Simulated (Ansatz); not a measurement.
## RuO2, pressure series

Base system: RuO2 in the rutile structure (space group P4_2/mnm, No. 136; a = 4.5234 Å, c = 3.1190 Å).

Cell and atoms are relaxed at each pressure.

The values are results of Ansatz (a program for electronic structure), PBE, PAW, cutoff 420 eV, no spin-orbit coupling, not measurements.

Notes on the quantities. enthalpy: H = E + PV relative to the base's energy.

```csv
variant,density,enthalpy,shortest interatomic distance
base,6.92 g/cm³,–,3.695 bohr
pressure −2 GPa,6.87 g/cm³,-0.13 eV/atom,3.707 bohr
pressure −1 GPa,6.90 g/cm³,-0.07 eV/atom,3.701 bohr
pressure 3 GPa,7.01 g/cm³,+0.20 eV/atom,3.678 bohr
pressure 7 GPa,7.11 g/cm³,+0.46 eV/atom,3.657 bohr
pressure 15 GPa,7.30 g/cm³,+0.97 eV/atom,3.620 bohr
pressure 30 GPa,7.62 g/cm³,+1.89 eV/atom,3.563 bohr
pressure 50 GPa,7.99 g/cm³,+3.07 eV/atom,3.503 bohr
pressure 75 GPa,8.40 g/cm³,+4.47 eV/atom,3.443 bohr
pressure 100 GPa,8.76 g/cm³,+5.81 eV/atom,3.395 bohr
```

Load acts through the strain it causes; cell and atoms are relaxed under it. No phonon test of stability was made. Competing high-pressure phases were not computed. No Hubbard U is applied, and correlation can decide whether such a compound is a metal. The final runs are not spin-polarised.
